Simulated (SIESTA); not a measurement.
Crystal: ZrN.

```
CELL_PARAMETERS angstrom
0.00000 2.30000 2.30000
2.30000 0.00000 2.30000
2.30000 2.30000 0.00000
ATOMIC_POSITIONS crystal
Zr 0.50000 0.50000 0.50000
N 0.00000 0.00000 0.00000
```

Base run:

| Quantity | Value |
| --- | --- |
| Program | SIESTA 5.4.2 |
| Functional | RPBE |
| Potentials or basis | PseudoDojo 0.4 standard (PBE files) |
| Basis | DZP (energy shift 0.003 Ry; two zetas on semicore shells) |
| Grid cutoff | 800 Ry |
| Energy shift | 0.003 Ry |
| k mesh | 10 × 10 × 10 |
| Occupations | fermi-dirac, width 0.05 eV |
| Spin | no spin polarisation |

Its results: band gap on the k mesh none (metal or under the smearing width); pressure 6.0 GPa.

**Question.** After a change of settings the same cell gave: band gap on the k mesh none (metal or under the smearing width); pressure 11.7 GPa. Which change was it?
A. functional from RPBE to PBE; potentials or basis from PseudoDojo 0.4 standard (PBE files) to SG15 1.2 (PBE files) or PseudoDojo by element
B. functional from RPBE to revPBE
C. functional from RPBE to BLYP
D. functional from RPBE to PBE

**Answer.** C.

Caveats: the potentials were made for another functional, which shifts forces and pressure; the basis of atomic orbitals isn't converged, which shifts pressures, moduli and gaps.
